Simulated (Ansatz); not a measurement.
# In: pressure against volume

In, I4/mmm, a = 3.195 Å, c = 4.997 Å. Ansatz: PBEsol, PAW, 420 eV, Γ-centred 18×18×18 mesh on 1 atom, Gaussian smearing 0.10 eV; no spin polarisation. Shape and atoms are relaxed at each volume; pressure is positive in compression.

| V (Å³/atom) | P (GPa) |
| --- | --- |
| 23.974 | 3.27 |
| 24.740 | ? |
| 25.505 | 0.00 |
| 26.270 | -1.22 |
| 27.035 | -2.23 |

Take V0 = 25.505 Å³/atom, fit the third-order Birch–Murnaghan form to the other rows, and predict the missing pressure.

With the Eulerian strain f = ½[(V0/V)^(2/3) − 1] and y = P/[3f(1 + 2f)^(5/2)], the form is the line y = B0 + 1.5 B0 (B0′ − 4) f. Rows (f, y): 0.02107, 46.7; -0.00975, 43.8; -0.01905, 43.0. Means f = -0.002577, y = 44.500; Σ(Δf)² = 0.0008820, ΣΔfΔy = 0.08175; the slope is their ratio. y = 44.74 + 92.69 f GPa, so B0 = 44.7 GPa and B0′ = 4 + 2 × (92.69)/(3 × 44.74) = 5.38. At V = 24.740, f = 0.01025, y = 45.69 and P = 1.48 GPa. The run gave 1.48 GPa, the same to the digits shown.